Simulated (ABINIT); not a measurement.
# P (R-3m) in ABINIT: notebook

The runs below take P through phonons at a zone-boundary q, optical spectrum, with LDA.

All numbers are computed with ABINIT 10.8.3 (patched build); they aren't measurements. Logs are shortened: lines on timing, memory, paths and dates and some standing lists are left out, and cuts for length are marked. The log counts tension as positive stress, the text compression.

### Step 1. The undisturbed crystal

It takes space group R-3m (No. 166, trigonal). The conventional cell has a = 3.451 Å, b = 3.451 Å, c = 9.389 Å, α = 90.00°, β = 90.00°, γ = 120.00°. Around P (site symmetry 3m) lie 3 P at 2.29 Å.

This isn't the form of P at room conditions, which is orthorhombic.

### Step 2. Phonons at a zone-boundary q, LDA (cell relaxed at zero pressure by an earlier run)

Input file run.abi:

```
# Datasets
ndtset 2

# Pseudopotentials
pp_dirpath "./"
pseudos "P.upf"

# Structure
acell 6.7284253504 6.7284253504 6.7284253434
rprim
     0.4806666303     0.2775130072     0.8318329889
    -0.4806666303     0.2775130072     0.8318329889
     0.0000000000    -0.5550260149     0.8318329897
ntypat 1
znucl 15
natom 2
typat 1 1
chkprim 0
chksymtnons 0
tolsym 1.0e-6
xred
   0.7681856200   0.7681856200   0.7681856200
   0.2318143800   0.2318143800   0.2318143800

# Plane-wave basis
ecut 24.0
ecutsm 0.5

# k points
ngkpt 8 8 8
nshiftk 1
shiftk 0.0 0.0 0.0

# Exchange and correlation
ixc 7

# Bands and occupations
nband 13
occopt 3
tsmear 0.05 eV

# SCF cycle
nstep 80

# Output
prteig 0
prtebands 0
prtwf 0
prtden 0
prtpot 0

# Dataset 1: ground state
kptopt1 1
tolvrs1 1.0e-15
prtwf1 1
tolwfr1 1.0e-14
nbdbuf1 4
nline1 6

# Dataset 2: atomic displacements at q = 0.5 0.0 0.0
rfphon2 1
rfatpol2 1 2
rfdir2 1 1 1
getwfk2 1
kptopt2 3
nqpt2 1
qpt2 1/2 0.0 0.0
tolvrs2 1.0e-8
```

Potentials or basis: PseudoDojo NC SR LDA v0.4.1 standard.

On the command line:

```
abinit run.abi > log 2>&1
```

run.abo:

```text
.Version 10.8.3 of ABINIT
 DATASET    1 : space group R-3 m (#166); Bravais hR (rhombohedral)
================================================================================
 Values of the parameters that define the memory need for DATASET  1.
     intxc =       0    ionmov =       0      iscf =       7    lmnmax =       6
     lnmax =       6     mgfft =      30  mpssoang =       3    mqgrid =    3001
     natom =       2  nloc_mem =       1    nspden =       1   nspinor =       1
    nsppol =       1      nsym =      12    n1xccc =    2501    ntypat =       1
    occopt =       3   xclevel =       1
       mpw =        1152          nfft =       27000          nkpt =          65
================================================================================
================================================================================

 DATASET    2 : space group R-3 m (#166); Bravais hR (rhombohedral)
================================================================================
 Values of the parameters that define the memory need for DATASET  2 (RF).
     intxc =       0      iscf =       7    lmnmax =       6     lnmax =       6
     mgfft =      30  mpssoang =       3    mqgrid =    3001     natom =       2
  nloc_mem =       1    nspden =       1   nspinor =       1    nsppol =       1
      nsym =      12    n1xccc =    2501    ntypat =       1    occopt =       3
   xclevel =       1
      nfft =       27000          nkpt =         512
================================================================================
================================================================================

--------------------------------------------------------------------------------
------------- Echo of variables that govern the present computation ------------
--------------------------------------------------------------------------------
 -outvars: echo values of preprocessed input variables --------
            acell      6.7284253504E+00  6.7284253504E+00  6.7284253434E+00 Bohr
              amu      3.09737620E+01
          chkprim           0
      chksymtnons           0
             ecut      2.40000000E+01 Hartree
           ecutsm      5.00000000E-01 Hartree
           getwfk1          0
           getwfk2          1
                       outvar_i_n : Printing only first  50 k-points.
              ixc           7
           jdtset        1    2
                       outvar_i_n : Printing only first  50 k-points.
           kptopt1          1
           kptopt2          3
         kptrlatt        8    0    0      0    8    0      0    0    8
          kptrlen      5.17460725E+01
            natom           2
            nband1         13
            nband2         13
           nbdbuf1          4
           nbdbuf2          2
           ndtset           2
            ngfft          30      30      30
             nkpt1         65
             nkpt2        512
            nline1          6
            nline2          4
             nqpt1          0
             nqpt2          1
            nstep          80
             nsym          12
           ntypat           1
                       prtocc : prtvol=0, do not print more k-points.
                       prtocc : prtvol=0, do not print more k-points.
           occopt           3
        optdriver1          0
        optdriver2          1
           prtden           0
        prtebands           0
           prteig           0
            prtwf1          1
            prtwf2          0
              qpt1     0.00000000E+00  0.00000000E+00  0.00000000E+00
              qpt2     5.00000000E-01  0.00000000E+00  0.00000000E+00
           rfphon1          0
           rfphon2          1
            rprim      4.8066663030E-01  2.7751300720E-01  8.3183298890E-01
                      -4.8066663030E-01  2.7751300720E-01  8.3183298890E-01
                       0.0000000000E+00 -5.5502601490E-01  8.3183298970E-01
          spgroup         166
           tolsym      1.00000000E-06
           tolvrs1     1.00000000E-15
           tolvrs2     1.00000000E-08
           tolwfr1     1.00000000E-14
           tolwfr2     0.00000000E+00
           tsmear      1.83746611E-03 Hartree
            typat      1  1
[... 217 lines left out ...]
 symmetric of a previously calculated perturbation.
 So, its SCF calculation is not needed.
[... 9 lines left out ...]
 The perturbation idir=   3  ipert=   2 is
 symmetric of a previously calculated perturbation.
 So, its SCF calculation is not needed.

--------------------------------------------------------------------------------
 Perturbation wavevector (in red.coord.)   0.500000  0.000000  0.000000
 Perturbation : displacement of atom   1   along direction   1
 Found     2 symmetries that leave the perturbation invariant.
 symkpt : the number of k-points, thanks to the symmetries,
 is reduced to   288 .

--------------------------------------------------------------------------------

--------------------------------------------------------------------------------

 dfpt_looppert : total number of electrons, from k and k+q
  fully or partially occupied states are    1.000000E+01 and    1.000000E+01.
 Initialisation of the first-order wave-functions :
  ireadwf=   0

--- !BeginCycle
iteration_state: {dtset: 2, }
solver: {iscf: 7, nstep: 80, nline: 4, wfoptalg: 0, }
tolerances: {tolvrs: 1.00E-08, }
...

     iter   2DEtotal(Ha)        deltaE(Ha) residm    vres2
-ETOT  1   5.1794355590350     -1.915E+02 3.277E+00 6.085E+02
 ETOT  2   4.9946646412376     -1.848E-01 6.696E-01 1.059E+02
 ETOT  3   4.9718431346394     -2.282E-02 6.286E-01 2.694E+00
 ETOT  4   4.9713264481711     -5.167E-04 2.682E-01 1.852E-02
 ETOT  5   4.9713203013045     -6.147E-06 3.562E-01 5.700E-03
 ETOT  6   4.9713193257249     -9.756E-07 1.934E-01 2.458E-04
 ETOT  7   4.9713192692519     -5.647E-08 2.442E-01 1.573E-06
 ETOT  8   4.9713192689718     -2.801E-10 1.416E-01 1.084E-08
 ETOT  9   4.9713192689683     -3.496E-12 1.704E-01 4.661E-10

 At SCF step    9       vres2   =  4.66E-10 < tolvrs=  1.00E-08 =>converged.
================================================================================

 ----iterations are completed or convergence reached----

 Mean square residual over all n,k,spin=   54.018E-06; max=  17.040E-02

 2DEtotal=    0.4971319269E+01 Ha. Also 2DEtotal=    0.135276488780E+03 eV
    (2DErelax=   -1.9171528713E+02 Ha. 2DEnonrelax=    1.9668660640E+02 Ha)
    (  non-var. 2DEtotal :    4.9713191096E+00 Ha)

--------------------------------------------------------------------------------
 Perturbation wavevector (in red.coord.)   0.500000  0.000000  0.000000
 Perturbation : displacement of atom   1   along direction   2
 The set of symmetries contains only one element for this perturbation.
 symkpt : not enough symmetry to change the number of k points.

--------------------------------------------------------------------------------

--------------------------------------------------------------------------------

 dfpt_looppert : total number of electrons, from k and k+q
  fully or partially occupied states are    1.000000E+01 and    1.000000E+01.
 Initialisation of the first-order wave-functions :
  ireadwf=   0

--- !BeginCycle
iteration_state: {dtset: 2, }
solver: {iscf: 7, nstep: 80, nline: 4, wfoptalg: 0, }
tolerances: {tolvrs: 1.00E-08, }
...

     iter   2DEtotal(Ha)        deltaE(Ha) residm    vres2
-ETOT  1   3.7959863733222     -1.570E+02 1.493E+01 8.506E+02
 ETOT  2   3.5567649416548     -2.392E-01 2.818E+01 1.925E+02
 ETOT  3   3.5169980458557     -3.977E-02 5.645E+00 4.990E+00
 ETOT  4   3.5159396943050     -1.058E-03 4.656E-01 7.320E-02
 ETOT  5   3.5159226803196     -1.701E-05 2.751E+00 4.014E-03
 ETOT  6   3.5159218767831     -8.035E-07 2.296E-01 9.205E-05
 ETOT  7   3.5159218564789     -2.030E-08 1.439E+00 2.026E-07
 ETOT  8   3.5159218564185     -6.040E-11 1.232E-01 5.310E-09

 At SCF step    8       vres2   =  5.31E-09 < tolvrs=  1.00E-08 =>converged.
================================================================================

 ----iterations are completed or convergence reached----

 Mean square residual over all n,k,spin=   22.050E-06; max=  12.320E-02

 2DEtotal=    0.3515921856E+01 Ha. Also 2DEtotal=    0.956731076457E+02 eV
    (2DErelax=   -1.5726797890E+02 Ha. 2DEnonrelax=    1.6078390075E+02 Ha)
    (  non-var. 2DEtotal :    3.5159271377E+00 Ha)

================================================================================

 ---- first-order wavefunction calculations are completed ----

 ==> Compute Derivative Database <==

  Dynamical matrix, in cartesian coordinates,
   if specified in the inputs, asr has been imposed
     j1       j2             matrix element
  dir pert dir pert     real part    imaginary part

   1    1   1    1         0.1162010628        -0.0000000386
   1    1   2    1         0.0217718592        -0.0000000223
   1    1   3    1         0.0128372947         0.0000000272
   1    1   1    2         0.0137702045         0.0000000001
   1    1   2    2        -0.0134909139        -0.0000000000
   1    1   3    2         0.0359509478        -0.0000011441
[... 29 lines left out ...]
   3    2   1    1         0.0359509478         0.0000011440
   3    2   2    1         0.0207562908         0.0000006605
   3    2   3    1         0.0256944521         0.0000000000
   3    2   1    2         0.0128373804        -0.0000000123
   3    2   2    2         0.0074116711        -0.0000000071
   3    2   3    2         0.0815884504         0.0000000114

  Phonon wavevector (reduced coordinates) :  0.50000  0.00000  0.00000
 Phonon energies in Hartree :
   8.558180E-04  9.080012E-04  1.056580E-03  1.431050E-03  1.529779E-03
   1.780548E-03
 Phonon frequencies in cm-1    :
   1.878303E+02  1.992832E+02  2.318924E+02  3.140793E+02  3.357477E+02
   3.907852E+02

== END DATASET(S) ==============================================================
================================================================================

 -outvars: echo values of variables after computation  --------
            acell      6.7284253504E+00  6.7284253504E+00  6.7284253434E+00 Bohr
           etotal1    -1.3912368412E+01
           etotal2     3.5159218564E+00
            fcart1     4.3584096145E-20  1.0581353165E-13 -1.3468432188E-03
                      -4.3584096145E-20 -1.0581353165E-13  1.3468432188E-03
            fcart2     0.0000000000E+00  0.0000000000E+00  0.0000000000E+00
                       0.0000000000E+00  0.0000000000E+00  0.0000000000E+00
            rprim      4.8066663030E-01  2.7751300720E-01  8.3183298890E-01
                      -4.8066663030E-01  2.7751300720E-01  8.3183298890E-01
                       0.0000000000E+00 -5.5502601490E-01  8.3183298970E-01
           strten1     1.6746006583E-05  1.6746036796E-05  7.7195794594E-06
                      -3.7588472593E-13  0.0000000000E+00  0.0000000000E+00
           strten2     0.0000000000E+00  0.0000000000E+00  0.0000000000E+00
                       0.0000000000E+00  0.0000000000E+00  0.0000000000E+00
           xangst      2.4045873797E-16  2.1177768013E-10  6.8255576416E+00
                       8.2983724126E-18  6.3907834245E-11  2.0597396927E+00
             xred      7.6818562000E-01  7.6818562000E-01  7.6818562000E-01
                       2.3181438000E-01  2.3181438000E-01  2.3181438000E-01
 Calculation completed.
```

Wall time 4.1 min (1 thread of Arm Neoverse V2, shared host); peak memory 0.42 GiB.

Results:

- Free energy: -378.5748 eV
- Pressure: -0.4 GPa
- Largest force: 0.069 eV/Å
- Band gap on the k mesh: none (metal or under the smearing width)
- Highest phonon frequency at the q point run: 391 cm⁻¹

Forces on the atoms (eV/Å):
```
P    0.000  0.000 -0.069
P    0.000  0.000  0.069
```

Stress tensor (GPa, compression positive):
```
-0.49  0.00  0.00
 0.00 -0.49  0.00
 0.00  0.00 -0.23
```

Phonon frequencies in cm⁻¹ (negative: imaginary):
| q point | frequencies |
| --- | --- |
| (0.500, 0.000, 0.000) | 188 199 232 314 336 391 |

Caveat: the atoms weren't relaxed first, which shifts response properties; the mesh is coarse for a metal's response.

### Step 3. Optical spectrum, LDA (cell relaxed at zero pressure by an earlier run)

Input file run.abi:

```
# Datasets
ndtset 3

# Pseudopotentials
pp_dirpath "./"
pseudos "P.upf"

# Structure
acell 3*1.0 Angstrom
rprim
     1.7114276500     0.9880932100     2.9617657800
    -1.7114276500     0.9880932100     2.9617657800
     0.0000000000    -1.9761864200     2.9617657800
ntypat 1
znucl 15
natom 2
typat 1 1
chkprim 0
chksymtnons 0
tolsym 1.0e-6
xred
   0.7681856200   0.7681856200   0.7681856200
   0.2318143800   0.2318143800   0.2318143800

# Plane-wave basis
ecut 24.0
ecutsm 0.5

# k points
ngkpt 10 10 10
nshiftk 1
shiftk 0.0 0.0 0.0
istwfk *1

# Exchange and correlation
ixc 7

# Bands and occupations
occopt 3
tsmear 0.05 eV

# SCF cycle
nstep 80

# Output
iomode 3
prteig 0
prtebands 0

# Dataset 1: ground state
nband1 9
tolvrs1 1.0e-12
prtden1 1
prtwf1 0
kptopt1 1

# Dataset 2: empty bands at fixed density
iscf2 -3
getden2 1
nband2 15
nbdbuf2 4
tolwfr2 1.0e-12
nstep2 120
prtden2 0
kptopt2 1

# Dataset 3: wave functions and velocity matrix elements in the full zone
optdriver3 8
wfk_task3 "wfk_optics_fullbz"
getwfk3 2
nband3 11
kptopt3 1
prtevk3 1
inclvkb3 2
```

Input file optic.abi:

```
&FILES
 ddkfile_1 = 'runo_DS3_1_EVK.nc',
 ddkfile_2 = 'runo_DS3_2_EVK.nc',
 ddkfile_3 = 'runo_DS3_3_EVK.nc',
 wfkfile = 'runo_DS3_WFK.nc'
/
&PARAMETERS
 broadening = 0.001837,
 domega = 0.002,
 maxomega = 0.8,
 scissor = 0.000000,
 tolerance = 0.002
/
&COMPUTATIONS
 num_lin_comp = 2,
 lin_comp = 11,33,
 num_nonlin_comp = 0
/
```

Potentials or basis: PseudoDojo NC SR LDA v0.4.1 standard.

On the command line:

```
abinit run.abi > log 2>&1
optic optic.abi > optic.log 2>&1
```

run.abo:

```text
.Version 10.8.3 of ABINIT
 DATASET    1 : space group R-3 m (#166); Bravais hR (rhombohedral)
================================================================================
 Values of the parameters that define the memory need for DATASET  1.
     intxc =       0    ionmov =       0      iscf =       7    lmnmax =       6
     lnmax =       6     mgfft =      30  mpssoang =       3    mqgrid =    3001
     natom =       2  nloc_mem =       1    nspden =       1   nspinor =       1
    nsppol =       1      nsym =      12    n1xccc =    2501    ntypat =       1
    occopt =       3   xclevel =       1
       mpw =        1153          nfft =       27000          nkpt =         116
================================================================================
================================================================================
[... 13 lines left out ...]
 DATASET    3 : space group R-3 m (#166); Bravais hR (rhombohedral)
================================================================================
 Values of the parameters that define the memory need for DATASET  3.
[... 414 lines left out ...]

 -outvars: echo values of variables after computation  --------
            acell      1.8897261259E+00  1.8897261259E+00  1.8897261259E+00 Bohr
           etotal1    -1.3912400441E+01
           etotal2    -1.3912400441E+01
           etotal3     0.0000000000E+00
            fcart1     6.7575445957E-20  7.8303525252E-20 -1.1701796812E-03
                      -6.7575445957E-20 -7.8303525252E-20  1.1701796812E-03
            fcart3     0.0000000000E+00  0.0000000000E+00  0.0000000000E+00
                       0.0000000000E+00  0.0000000000E+00  0.0000000000E+00
            rprim      1.7114276500E+00  9.8809321000E-01  2.9617657800E+00
                      -1.7114276500E+00  9.8809321000E-01  2.9617657800E+00
                       0.0000000000E+00 -1.9761864200E+00  2.9617657800E+00
           strten1    -7.2147881325E-06 -7.2147575616E-06  1.9290664489E-05
                       0.0000000000E+00  0.0000000000E+00  0.0000000000E+00
           strten3     0.0000000000E+00  0.0000000000E+00  0.0000000000E+00
                       0.0000000000E+00  0.0000000000E+00  0.0000000000E+00
           xangst     -1.0242123040E-16 -9.2488220198E-17  6.8255576460E+00
                      -2.6328527028E-17 -5.5113208804E-18  2.0597396940E+00
             xred      7.6818562000E-01  7.6818562000E-01  7.6818562000E-01
                       2.3181438000E-01  2.3181438000E-01  2.3181438000E-01
 Calculation completed.
```

optic_0001_0001-linopt.out:

```text
#calculated the component:  1  1  of dielectric function
 #broadening:    0.000000E+00    1.837000E-03
 #scissors shift:    0.000000E+00
 #energy window:    3.545592E+01eV    1.302981E+00Ha
 # Energy(eV)         Im(eps(w))
    2.721139E-01    5.760444E+01
    8.163416E-01    1.034377E+02
    1.360569E+00    9.361892E+01
    1.904797E+00    5.128487E+01
    2.449025E+00    4.972345E+01
    2.993252E+00    2.554948E+01
[... 32 lines left out ...]
    2.095277E+01    8.889524E-02
    2.149700E+01    6.189215E-02
[... 169 lines left out ...]
    1.904797E+00    7.583541E-01
    2.449025E+00    7.492122E-01
    2.993252E+00    6.479178E-01
[... 32 lines left out ...]
    2.095277E+01    5.278536E-01
    2.149700E+01    3.933959E-01
 # Energy(eV)         absorption coeff (in 10^6 m-1) = omega Im(eps) / c n(eps)
    1.632683E-01    2.142394E+01
    7.074960E-01    2.469052E+01
    1.251724E+00    2.573598E+01
    1.795951E+00    1.171290E+02
    2.340179E+00    1.076497E+02
    2.884407E+00    1.155017E+02
[... 32 lines left out ...]
    2.084392E+01    6.149688E+01
    2.138815E+01    3.914982E+01
```

It took 56 s on 1 thread of Arm Neoverse V2, shared host; peak memory 0.36 GiB.

Results:

```
Free energy            : -378.5757 eV
Pressure               : 0.0 GPa
Largest force          : 0.060 eV/Å
Band gap on the k mesh : none (metal or under the smearing width)
```

Forces on the atoms (eV/Å):
```
P    0.000  0.000 -0.060
P    0.000  0.000  0.060
```

Stress tensor (GPa, compression positive):
```
 0.21  0.00  0.00
 0.00  0.21  0.00
 0.00  0.00 -0.57
```

Dielectric function (mean over the directions given):
```csv
energy (eV),real part,imaginary part
0.33,83.54,37.42
1.31,69.07,43.08
2.29,9.68,41.25
3.37,-7.19,21.82
4.35,-1.45,11.55
5.44,-4.24,16.58
6.42,-8.10,5.45
7.51,-5.16,3.70
8.49,-4.22,2.49
9.58,-3.12,1.89
10.56,-3.02,1.29
11.65,-2.46,1.19
12.63,-1.71,0.74
13.71,-1.42,0.51
14.69,-0.95,0.35
15.78,-0.82,0.40
16.76,-0.53,0.26
17.85,-0.37,0.17
18.83,-0.22,0.18
19.92,-0.07,0.13
```

Caveat: the intraband (Drude) term is left out; spectra need much finer meshes, so this one isn't converged; independent-particle spectra lack excitons.
